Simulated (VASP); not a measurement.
# KI (Fm-3m) in VASP: further runs, part 2 of 2

VASP 6.6.1. The steps go on from the part before.

### Step 3. Band structure, r2SCAN, spin-orbit coupling, no magnetisation

INCAR

```
  PREC = Accurate
  ENCUT = 520
  EDIFF = 1E-7
  ISMEAR = 0
  SIGMA = 0.02
  LREAL = False
  LASPH = True
  NELM = 60
  ALGO = Normal
  ISIF = 2
  LWAVE = False
  LCHARG = False
  LNONCOLLINEAR = True
  MAGMOM = 0 0 0 0 0 0
  LORBIT = 11
  LSORBIT = True
  GGA_COMPAT = False
  METAGGA = R2SCAN
  LMIXTAU = True
  KPAR = 2
```

KPOINTS

```
regular mesh
0
Gamma
  6 6 6
```

POSCAR

```
KI
1.0
    0.0000000000      3.5327750000      3.5327750000
    3.5327750000      0.0000000000      3.5327750000
    3.5327750000      3.5327750000      0.0000000000
I K
1 1
Direct
    0.5000000000      0.5000000000      0.5000000000
    0.0000000000      0.0000000000      0.0000000000
```

KPOINTS_OPT

```
path GXWKGLUWLK,UX
20
line-mode
reciprocal
 0.0000000000  0.0000000000  0.0000000000  G
 0.5000000000  0.0000000000  0.5000000000  X

 0.5000000000  0.0000000000  0.5000000000  X
 0.5000000000  0.2500000000  0.7500000000  W

 0.5000000000  0.2500000000  0.7500000000  W
 0.3750000000  0.3750000000  0.7500000000  K

 0.3750000000  0.3750000000  0.7500000000  K
 0.0000000000  0.0000000000  0.0000000000  G

 0.0000000000  0.0000000000  0.0000000000  G
 0.5000000000  0.5000000000  0.5000000000  L

 0.5000000000  0.5000000000  0.5000000000  L
 0.6250000000  0.2500000000  0.6250000000  U

 0.6250000000  0.2500000000  0.6250000000  U
 0.5000000000  0.2500000000  0.7500000000  W

 0.5000000000  0.2500000000  0.7500000000  W
 0.5000000000  0.5000000000  0.5000000000  L

 0.5000000000  0.5000000000  0.5000000000  L
 0.3750000000  0.3750000000  0.7500000000  K

 0.6250000000  0.2500000000  0.6250000000  U
 0.5000000000  0.0000000000  0.5000000000  X
```

Potentials or basis: VASP PAW PBE potentials, release 64 (I, K_sv).

Command:

```bash
$ cat potpaw_PBE.64/I/POTCAR potpaw_PBE.64/K_sv/POTCAR > POTCAR
$ mpirun -np 2 vasp_ncl > vasp.out
```

OUTCAR:

```text
PREC = Accurate
   ENCUT = 520
   EDIFF = 1E-7
   ISMEAR = 0
   LREAL = False
   LASPH = True
   NELM = 60
   ISIF = 2
   LNONCOLLINEAR = True
   LORBIT = 11
   LSORBIT = True
   METAGGA = R2SCAN

 ion  position               nearest neighbor table
   1  0.500  0.500  0.500-   2 3.53   2 3.53   2 3.53   2 3.53   2 3.53   2 3.53
   2  0.000  0.000  0.000-   1 3.53   1 3.53   1 3.53   1 3.53   1 3.53   1 3.53

  LATTYP: Found a face centered cubic cell.
 ALAT       =     7.0655500000

  Lattice vectors:

 A1 = (   0.0000000000,   3.5327750000,   3.5327750000)
 A2 = (   3.5327750000,   0.0000000000,   3.5327750000)
 A3 = (   3.5327750000,   3.5327750000,   0.0000000000)

Analysis of symmetry for initial positions (statically):
=====================================================================
 Subroutine PRICEL returns:
 Original cell was already a primitive cell.

 Routine SETGRP: Setting up the symmetry group for a
 face centered cubic supercell.

 Subroutine GETGRP returns: Found 48 space group operations
 (whereof 48 operations were pure point group operations)
[... 662 lines left out ...]
     0.0000000     0.0000000     0.0000000     0.0000000     0.0000000     0.0000000     0.0000000
     0.0000000     0.0000000     0.0000000     0.0000000     0.0000000     0.0000000     0.0000000
     0.0000000     0.0000000     0.0000000     0.0000000     0.0000000     0.0000000     0.0000000
     0.0000000     0.0000000     0.0000000     0.0000000     0.0000000     0.0000000     0.0000000
     0.0000000     0.0000000     0.0000000     0.0000000     0.0000000     0.0000000     0.0000000
     0.0000000     0.0000000     0.0000000     0.0000000     0.0000000     0.0000000     0.0000000

 Ion:    2  E_soc:     -0.0073026
 l=   1
     0.0000000    -0.0012153    -0.0012153
    -0.0012153     0.0000000    -0.0012153
    -0.0012153    -0.0012153     0.0000000
 l=   2
     0.0000000     0.0000002     0.0000000     0.0000002    -0.0000020
     0.0000002     0.0000000    -0.0000015     0.0000002    -0.0000005
     0.0000000    -0.0000015     0.0000000    -0.0000015     0.0000000
     0.0000002     0.0000002    -0.0000015     0.0000000    -0.0000005
    -0.0000020    -0.0000005     0.0000000    -0.0000005     0.0000000
 l=   3
     0.0000000     0.0000000     0.0000000     0.0000000     0.0000000     0.0000000     0.0000000
     0.0000000     0.0000000     0.0000000     0.0000000     0.0000000     0.0000000     0.0000000
     0.0000000     0.0000000     0.0000000     0.0000000     0.0000000     0.0000000     0.0000000
     0.0000000     0.0000000     0.0000000     0.0000000     0.0000000     0.0000000     0.0000000
     0.0000000     0.0000000     0.0000000     0.0000000     0.0000000     0.0000000     0.0000000
     0.0000000     0.0000000     0.0000000     0.0000000     0.0000000     0.0000000     0.0000000
     0.0000000     0.0000000     0.0000000     0.0000000     0.0000000     0.0000000     0.0000000

 total charge

# of ion       s       p       d       tot
------------------------------------------
    1        1.492   2.896   0.001   4.389
    2        1.958   5.678   0.021   7.657
--------------------------------------------------
tot          3.450   8.574   0.022  12.045

 magnetization (x)

# of ion       s       p       d       tot
------------------------------------------
    1        0.000   0.000   0.000   0.000
    2        0.000   0.000   0.000   0.000
--------------------------------------------------
tot          0.000   0.000   0.000   0.000

 magnetization (y)

# of ion       s       p       d       tot
------------------------------------------
    1       -0.000   0.000   0.000  -0.000
    2        0.000   0.000  -0.000   0.000
--------------------------------------------------
tot         -0.000   0.000  -0.000  -0.000

 magnetization (z)

# of ion       s       p       d       tot
------------------------------------------
    1       -0.000   0.000   0.000  -0.000
    2        0.000   0.000   0.000   0.000
--------------------------------------------------
tot         -0.000   0.000   0.000   0.000
```

OSZICAR:

```text
N       E                     dE             d eps       ncg     rms          rms(c)
DAV:   1     0.732065653639E+02    0.73207E+02   -0.66111E+03   768   0.115E+03
DAV:   2    -0.283026903788E+02   -0.10151E+03   -0.96345E+02   912   0.280E+02
DAV:   3    -0.371608353163E+02   -0.88581E+01   -0.88167E+01  1280   0.723E+01
DAV:   4    -0.374563237574E+02   -0.29549E+00   -0.29383E+00  1104   0.124E+01
DAV:   5    -0.374656063513E+02   -0.92826E-02   -0.92820E-02  1152   0.168E+00    0.448E+00
DAV:   6    -0.345261980690E+02    0.29394E+01   -0.11246E+00  1144   0.116E+01    0.329E+00
DAV:   7    -0.339070524278E+02    0.61915E+00   -0.29758E-01   952   0.548E+00    0.173E+00
DAV:   8    -0.340666647001E+02   -0.15961E+00   -0.21416E-01   856   0.483E+00    0.682E-01
DAV:   9    -0.340886541894E+02   -0.21989E-01   -0.18368E-01   768   0.481E+00    0.264E-01
DAV:  10    -0.340997937887E+02   -0.11140E-01   -0.53236E-03   976   0.979E-01    0.193E-01
[... 119 further cycles ...]
DAV:   9    -0.273705138145E+04   -0.21324E-07      768
       N       E                     dE             ncg
DAV:   1     0.324625496462E+04   -0.40808E+04      384
DAV:   2     0.243959501230E+04   -0.80666E+03      448
DAV:   3     0.237458736421E+04   -0.65008E+02      640
DAV:   4     0.237298802380E+04   -0.15993E+01      560
DAV:   5     0.237293135513E+04   -0.56669E-01      624
DAV:   6     0.237293060936E+04   -0.74577E-03      560
DAV:   7     0.237293059044E+04   -0.18916E-04      624
DAV:   8     0.237293059002E+04   -0.42429E-06      592
DAV:   9     0.237293059001E+04   -0.67234E-08      384
```

It took 38 min on 2 MPI ranks of AMD EPYC 7R13 (Zen 3), shared host; peak memory 0.62 GiB.

Results:

```yaml
Free_energy: -34.1011 eV
Pressure: 0.2 GPa
Valence_electrons_inside_the_program's_atomic_spheres: I 4.39; K 7.66
```

Caveat: the PAW data sets were made with another functional, which shifts forces and pressure a little.

### Step 4. For comparison

An earlier run on the cell as given: functional PBE; potentials or basis VASP PAW PBE potentials, release 64 (I, K_sv); cutoff 520 eV; k mesh 7 × 7 × 7; occupations fermi-dirac, width 0.05 eV; no spin polarisation.

- Pressure: 0.6 GPa
- Band gap on the k mesh: 3.96 eV, direct

### Step 5. Summary

```csv
task,level,potentials or basis,spin,k mesh,smearing,ladder,pressure (GPa)
band structure,LDA,"VASP PAW LDA potentials, release 64 (I, K_sv)","SOC, no magnetisation",6 × 6 × 6,gaussian 0.02 eV,gaps,-1.3
band structure,r2SCAN,"VASP PAW PBE potentials, release 64 (I, K_sv)","SOC, no magnetisation",6 × 6 × 6,gaussian 0.02 eV,gaps,0.2
single point,PBE,"VASP PAW PBE potentials, release 64 (I, K_sv)",off,7 × 7 × 7,fermi-dirac 0.05 eV,-,0.6
```

Alike in all rows: cell as given; cutoff (eV) 520.

Caveats: the PAW data sets were made with another functional, which shifts forces and pressure a little (some runs); spin-orbit coupling is left out, which moves the levels of the heavy elements (some runs); an odd mesh through Γ misses points on the zone boundary, where band edges often lie (some runs).

Absolute energies hang on the potentials; compare differences alone.
